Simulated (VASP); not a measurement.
# Al (Fm-3m) in VASP: notebook

The runs below take Al through single point, with PBE.

All numbers are computed with VASP 6.6.1; they aren't measurements. Logs are shortened: lines on timing, memory, paths and dates and some standing lists are left out, and cuts for length are marked.

**1. The undisturbed crystal**

Symmetry: Fm-3m, No. 225, cubic system. The conventional cell has a = 4.050 Å, b = 4.050 Å, c = 4.050 Å, α = 90.00°, β = 90.00°, γ = 90.00°. Around Al (site symmetry m-3m) lie 12 Al at 2.86 Å.

**2. Single point, PBE (a relaxed cell with its volume scaled by 0.94)**

Input file INCAR:

```
PREC     = Accurate       # precision mode
ENCUT    = 520            # plane-wave cutoff, eV
EDIFF    = 0.05           # SCF threshold, eV
ISMEAR   = 0              # smearing method
SIGMA    = 0.1            # smearing width, eV
LREAL    = False          # projectors in reciprocal space
LASPH    = True           # aspherical terms in the spheres
NELM     = 100            # most SCF steps
ALGO     = Fast           # electronic algorithm
ISIF     = 2              # what is computed and relaxed
LWAVE    = False          # write WAVECAR
LCHARG   = False          # write CHGCAR
GGA      = PE             # functional
```

Input file KPOINTS:

```
regular mesh
0
Gamma
  18 18 18
```

Input file POSCAR:

```
Al                                      
1.0
   -0.0000000000      1.9789816334      1.9789816334
    1.9789816334      0.0000000000      1.9789816334
    1.9789816334      1.9789816334     -0.0000000000
  Al            
     1
Direct
     0.0000000000000000    0.0000000000000000    0.0000000000000000
```

Potentials or basis: VASP PAW PBE potentials, release 64 (Al).

The run is started by

```
$ cat potpaw_PBE.64/Al/POTCAR > POTCAR
$ mpirun -np 1 vasp_std > vasp.out
```

OUTCAR:

```text
PREC = Accurate
   ENCUT = 520
   EDIFF = 0.05
   ISMEAR = 0
   LREAL = False
   LASPH = True
   NELM = 100
   ISIF = 2
   GGA = PE

 ion  position               nearest neighbor table
   1  0.000  0.000  0.000-

  LATTYP: Found a face centered cubic cell.
 ALAT       =     3.9579632668

  Lattice vectors:

 A1 = (   0.0000000000,   1.9789816334,   1.9789816334)
 A2 = (   1.9789816334,   0.0000000000,   1.9789816334)
 A3 = (   1.9789816334,   1.9789816334,   0.0000000000)

Analysis of symmetry for initial positions (statically):
=====================================================================
 Subroutine PRICEL returns:
 Original cell was already a primitive cell.

 Routine SETGRP: Setting up the symmetry group for a
 face centered cubic supercell.

 Subroutine GETGRP returns: Found 48 space group operations
 (whereof 48 operations were pure point group operations)
 out of a pool of 48 trial point group operations.

The static configuration has the point symmetry O_h .

Analysis of symmetry for dynamics (positions and initial velocities):
=====================================================================
 Subroutine PRICEL returns:
 Original cell was already a primitive cell.

 Routine SETGRP: Setting up the symmetry group for a
 face centered cubic supercell.

 Subroutine GETGRP returns: Found 48 space group operations
 (whereof 48 operations were pure point group operations)
 out of a pool of 48 trial point group operations.

The dynamic configuration has the point symmetry O_h .

 Subroutine INISYM returns: Found 48 space group operations
 (whereof 48 operations are pure point group operations),
 and found     1 'primitive' translations

----------------------------------------------------------------------------------------

                                     Primitive cell

  volume of cell :      15.5008

  direct lattice vectors                    reciprocal lattice vectors
     0.000000000  1.978981633  1.978981633    -0.252655200  0.252655200  0.252655200
     1.978981633  0.000000000  1.978981633     0.252655200 -0.252655200  0.252655200
     1.978981633  1.978981633  0.000000000     0.252655200  0.252655200 -0.252655200

  length of vectors
     2.798702666  2.798702666  2.798702666     0.437611643  0.437611643  0.437611643

  position of ions in fractional coordinates (direct lattice)
     0.000000000  0.000000000  0.000000000

  ion indices of the primitive-cell ions
   primitive index   ion index
                 1           1

----------------------------------------------------------------------------------------

 KPOINTS: regular mesh

Automatic generation of k-mesh.
 Grid dimensions read from file:
 generate k-points for:   18   18   18

 Generating k-lattice:

  Cartesian coordinates                     Fractional coordinates (reciprocal lattice)
    -0.014036400  0.014036400  0.014036400     0.055555556  0.000000000  0.000000000
     0.014036400 -0.014036400  0.014036400     0.000000000  0.055555556  0.000000000
     0.014036400  0.014036400 -0.014036400     0.000000000  0.000000000  0.055555556

  Length of vectors
     0.024311758  0.024311758  0.024311758

  Shift w.r.t. Gamma in fractional coordinates (k-lattice)
     0.000000000  0.000000000  0.000000000

 Subroutine IBZKPT returns following result:
 ===========================================

 Found    195 irreducible k-points:

 Following reciprocal coordinates:
            Coordinates               Weight
  0.000000  0.000000  0.000000      1.000000
  0.055556  0.000000  0.000000      8.000000
  0.111111  0.000000  0.000000      8.000000
  0.166667  0.000000  0.000000      8.000000
  0.222222  0.000000  0.000000      8.000000
  0.277778  0.000000  0.000000      8.000000
[... 16 lines left out ...]
 -0.277778  0.055556  0.000000     24.000000
 -0.222222  0.055556  0.000000     24.000000
 [... further k-points ...]
   k-points           NKPTS =    195   k-points in BZ     NKDIM =    195   number of bands    NBANDS=      5
   number of dos      NEDOS =    301   number of ions     NIONS =      1
   total plane-waves  NPLWV =  13824
   dimension x,y,z NGX =    24 NGY =   24 NGZ =   24
   dimension x,y,z NGXF=    48 NGYF=   48 NGZF=   48
   ions per type =               1
   NGX,Y,Z   is equivalent  to a cutoff of  14.26, 14.26, 14.26 a.u.
   NGXF,Y,Z  is equivalent  to a cutoff of  28.51, 28.51, 28.51 a.u.
 SYSTEM =  unknown system
   PREC   = accura    normal or accurate (medium, high low for compatibility)
   ISTART =      0    job   : 0-new  1-cont  2-samecut
   ICHARG =      2    charge: 1-file 2-atom 10-const
   ISPIN  =      1    spin polarized calculation?
   LNONCOLLINEAR =      F non collinear calculations
   LSORBIT =      F    spin-orbit coupling
   LASPH  =      T    aspherical Exc in radial PAW
   ENCUT  =  520.0 eV  38.22 Ry    6.18 a.u.   5.20  5.20  5.20*2*pi/ulx,y,z
   NELM   =    100;   NELMIN=  2; NELMDL= -5     # of ELM steps
   EDIFF  = 0.5E-01   stopping-criterion for ELM
   LREAL  =      F    real-space projection
   EDIFFG = 0.5E+00   stopping-criterion for IOM
   NSW    =      0    number of steps for IOM
   IBRION =     -1    ionic relax: 0-MD 1-quasi-New 2-CG
   NFREE  =      0    steps in history (QN), initial steepest desc. (CG)
   ISIF   =      2    stress and relaxation
   ISYM   =      2    0-nonsym 1-usesym 2-fastsym
   POTIM  = 0.5000    time-step for ionic-motion
   TEBEG  =    0.0;   TEEND  =   0.0 temperature during run
   PSTRESS=    0.0 pullay stress
   NELECT =       3.0000    total number of electrons
   NUPDOWN=      -1.0000    fix difference up-down
   EMIN   =  10.00;   EMAX   =-10.00  energy-range for DOS
   EFERMI =   0.00;   METHOD = LEGACY
   ISMEAR =     0;   SIGMA  =   0.10  broadening in eV -4-tet -1-fermi 0-gaus
   EFERMI_NEDOS =   21; number of points for ismear=-14 and -15
   IALGO  =     68    algorithm
   IMIX   =      4    mixing-type and parameters
     AMIX     =   0.40;   BMIX     =  1.00
     AMIX_MAG =   1.60;   BMIX_MAG =  1.00
  volume/ion in A,a.u.               =      15.50       104.60
  Fermi-wavevector in a.u.,A,eV,Ry     =   0.946957  1.789489 12.200713  0.896727
  Thomas-Fermi vector in A             =   2.075004
   LORBIT       =      0    0 simple, 1 ext, 2 COOP (PROOUT), +10 PAW based schemes
   GGA     = PE    functional components
   LHFCALC =     F    Hartree Fock is set to
   AEXX    =    0.0000 exact exchange contribution
   IVDW    =     0    specifies the selected vdW correction
   LEPSILON=     F    determine dielectric tensor
   LRPA    =     F    only Hartree local field effects (RPA)
 non-spin polarized calculation
 RMM-DIIS sequential band-by-band and
 Gauss-broadening in eV      SIGMA  =   0.10
  energy-cutoff  :      520.00
  volume of cell :       15.50
 maximum number of plane-waves:       444
 NGX is ok and might be reduce to    24
   NGX = 11   NGY = 11   NGZ = 11

 number of electron       3.0000000 magnetization

 Free energy of the ion-electron system (eV)
  ---------------------------------------------------
  ext. energy  EPLUGINS =         0.00000000
  ---------------------------------------------------
  free energy    TOTEN  =        -3.73847797 eV

  energy without entropy =       -3.73566981  energy(sigma->0) =       -3.73707389

 E-fermi :   8.6735     XC(G=0): -10.3962

 val. band max:        8.6651591264   @ k =  -0.4444   0.3333   0.1111
 cond. band min:       8.6820516757   @ k =  -0.2222   0.3889   0.1667
 fundamental gap:      0.0168925493
 Fermi energy:         8.6734905978

 k-point     1 :       0.0000    0.0000    0.0000
  band No.  band energies     occupation
      1      -2.9013      2.00000
      2      21.6681      0.00000
      3      21.6681      0.00000
      4      21.6683      0.00000
      5      23.6548      0.00000

 k-point     2 :       0.0556    0.0000    0.0000
  band No.  band energies     occupation
      1      -2.8138      2.00000
      2      20.1747      0.00000
      3      21.4076      0.00000
      4      21.4092      0.00000
      5      24.0752      0.00000

 k-point     3 :       0.1111    0.0000    0.0000
  band No.  band energies     occupation
      1      -2.5518      2.00000
      2      17.8839      0.00000
      3      20.9321      0.00000
      4      20.9321      0.00000
      5      24.1028      0.00000

 k-point     4 :       0.1667    0.0000    0.0000
  band No.  band energies     occupation
      1      -2.1161      2.00000
      2      15.5668      0.00000
      3      20.4974      0.00000
      4      20.4974      0.00000
      5      23.8973      0.00000

 k-point     5 :       0.2222    0.0000    0.0000
  band No.  band energies     occupation
      1      -1.5086      2.00000
      2      13.3267      0.00000
      3      20.1719      0.00000
      4      20.1719      0.00000
      5      23.6974      0.00000

 k-point     6 :       0.2778    0.0000    0.0000
  band No.  band energies     occupation
      1      -0.7316      2.00000
      2      11.1971      0.00000
      3      19.9760      0.00000
      4      19.9762      0.00000
      5      23.5632      0.00000
[... 113 lines left out ...]
 k-point    21 :      -0.3889    0.0556    0.0000
  band No.  band energies     occupation
      1       1.7971      2.00000
      2       6.8100      2.00000
      3      18.3080      0.00000
      4      20.4177      0.00000
      5      21.3586      0.00000

 k-point    22 :      -0.3333    0.0556    0.0000
  band No.  band energies     occupation
      1       0.6386      2.00000
      2       8.6256      1.50189
      3      18.1805      0.00000
      4      21.0941      0.00000
      5      21.3101      0.00000

 k-point    23 :      -0.2778    0.0556    0.0000
  band No.  band energies     occupation
      1      -0.3591      2.00000
      2      10.5796      0.00000
      3      18.2010      0.00000
      4      21.1922      0.00000
      5      22.1218      0.00000

 k-point    24 :      -0.2222    0.0556    0.0000
  band No.  band energies     occupation
      1      -1.1915      2.00000
      2      12.6611      0.00000
      3      18.3695      0.00000
      4      21.3274      0.00000
      5      23.1650      0.00000

 [... further k-points ...]
[... 5 lines left out ...]
  --------------------------------------------------------------------------------------
  -------------------------------------------------------------------------------------
  Total        0.3149435      0.3149435      0.3149435     -0.0000000      0.0000000      0.0000000
  in kB       32.5527697     32.5527697     32.5527697     -0.0000000      0.0000000      0.0000000
  external PRESSURE =      32.5527697 kB  Pullay stress =       0.0000000 kB

 VOLUME and BASIS-vectors are now :
 -----------------------------------------------------------------------------
  energy-cutoff  :      520.00
  volume of cell :       15.50
      direct lattice vectors                 reciprocal lattice vectors
     0.000000000  1.978981633  1.978981633    -0.252655200  0.252655200  0.252655200
     1.978981633  0.000000000  1.978981633     0.252655200 -0.252655200  0.252655200
     1.978981633  1.978981633  0.000000000     0.252655200  0.252655200 -0.252655200

 POSITION                                       TOTAL-FORCE (eV/Angst)
 -----------------------------------------------------------------------------------
      0.00000      0.00000      0.00000         0.000000      0.000000     -0.000000
 -----------------------------------------------------------------------------------
    total drift:                               -0.000000      0.000000     -0.000000

  FREE ENERGIE OF THE ION-ELECTRON SYSTEM (eV)
  ---------------------------------------------------
  free  energy   TOTEN  =        -3.7384779738 eV

  energy  without entropy=       -3.7356698131  energy(sigma->0) =       -3.73707389
```

Wall time 5.5 s (1 thread of Intel Xeon Platinum 8559C (Emerald Rapids), shared host); peak memory 0.14 GiB.

Results:

```yaml
Free_energy: -3.7385 eV
Pressure: 3.3 GPa
Band_gap_on_the_k_mesh: none (metal or under the smearing width)
```

**3. Single point, PBE (a relaxed cell with its volume scaled by 1.06)**

INCAR is that of step 2.

KPOINTS is that of step 2.

Input file POSCAR:

```
Al                                      
1.0
   -0.0000000000      2.0598444903      2.0598444903
    2.0598444903      0.0000000000      2.0598444903
    2.0598444903      2.0598444903     -0.0000000000
  Al            
     1
Direct
     0.0000000000000000    0.0000000000000000    0.0000000000000000
```

Potentials or basis: VASP PAW PBE potentials, release 64 (Al).

The run is started by

```
$ cat potpaw_PBE.64/Al/POTCAR > POTCAR
$ mpirun -np 1 vasp_std > vasp.out
```

Run time: 5.2 s. Hardware: 1 thread of Intel Xeon Platinum 8559C (Emerald Rapids), shared host; peak memory 0.14 GiB.

It converged, with:

* Free energy: -3.7409 eV
* Pressure: -5.8 GPa
* Band gap on the k mesh: none (metal or under the smearing width)

Levels at points of the mesh, in eV from the Fermi level:
| k point | band 1 | band 2 | band 3 | band 4 |
| --- | --- | --- | --- | --- |
| (0.00, 0.00, 0.00) | -10.74 | 12.33 | 12.33 | 12.33 |
| (0.50, 0.00, 0.00) | -4.37 | -4.28 | 10.85 | 10.86 |
| (0.50, 0.50, 0.00) | -2.78 | -1.59 | 5.24 | 5.35 |

**4. Single point, PBE (a relaxed cell with its volume scaled by 0.91)**

INCAR is that of step 3.

KPOINTS is that of step 3.

Input file POSCAR:

```
Al                                      
1.0
   -0.0000000000      1.9577006117      1.9577006117
    1.9577006117      0.0000000000      1.9577006117
    1.9577006117      1.9577006117     -0.0000000000
  Al            
     1
Direct
     0.0000000000000000    0.0000000000000000    0.0000000000000000
```

The run is started by

```
$ cat potpaw_PBE.64/Al/POTCAR > POTCAR
$ mpirun -np 1 vasp_std > vasp.out
```

Run time: 5.2 s. Hardware: 1 thread of Intel Xeon Platinum 8559C (Emerald Rapids), shared host; peak memory 0.14 GiB.

It converged, with:

```yaml
Free_energy: -3.7167 eV
Pressure: 6.8 GPa
Band_gap_on_the_k_mesh: none (metal or under the smearing width)
```

Levels at points of the mesh, in eV from the Fermi level:
| k point | band 1 | band 2 | band 3 | band 4 | band 5 |
| --- | --- | --- | --- | --- | --- |
| (0.00, 0.00, 0.00) | -11.81 | 13.18 | 13.18 | 13.18 | 15.43 |
| (0.50, 0.00, 0.00) | -4.99 | -4.50 | 11.92 | 11.92 | 12.50 |
| (0.50, 0.50, 0.00) | -3.15 | -1.64 | 5.28 | 6.07 | 6.07 |

**5. Single point, PBE (a relaxed cell with its volume scaled by 1.09)**

INCAR is that of step 4.

KPOINTS is that of step 4.

Input file POSCAR:

```
Al                                      
1.0
   -0.0000000000      2.0790964892      2.0790964892
    2.0790964892      0.0000000000      2.0790964892
    2.0790964892      2.0790964892     -0.0000000000
  Al            
     1
Direct
     0.0000000000000000    0.0000000000000000    0.0000000000000000
```

The run is started by

```
$ cat potpaw_PBE.64/Al/POTCAR > POTCAR
$ mpirun -np 1 vasp_std > vasp.out
```

It took 5.6 s on 1 thread of Intel Xeon Platinum 8559C (Emerald Rapids), shared host; peak memory 0.14 GiB.

Results (log left out):

* Free energy: -3.7261 eV
* Pressure: -7.4 GPa
* Band gap on the k mesh: none (metal or under the smearing width)

Levels at points of the mesh, in eV from the Fermi level:
| k point | band 1 | band 2 | band 3 | band 4 | band 5 |
| --- | --- | --- | --- | --- | --- |
| (0.00, 0.00, 0.00) | -10.55 | 12.17 | 12.17 | 12.18 | 13.07 |
| (0.50, 0.00, 0.00) | -4.27 | -4.25 | 10.57 | 10.57 | 11.08 |
| (0.50, 0.50, 0.00) | -2.71 | -1.59 | 5.23 | 5.23 | 5.23 |

**6. Summary**

| cell | gap on the mesh (eV) | pressure (GPa) |
| --- | --- | --- |
| a relaxed cell with its volume scaled by 0.94 | none | 3.3 |
| a relaxed cell with its volume scaled by 1.06 | none | -5.8 |
| a relaxed cell with its volume scaled by 0.91 | none | 6.8 |
| a relaxed cell with its volume scaled by 1.09 | none | -7.4 |

Alike in all rows: task single point; level PBE; potentials or basis VASP PAW PBE potentials, release 64 (Al); no spin polarisation; k mesh 18 × 18 × 18; cutoff (eV) 520; smearing gaussian 0.1 eV.

Absolute energies hang on the potentials; compare differences alone.
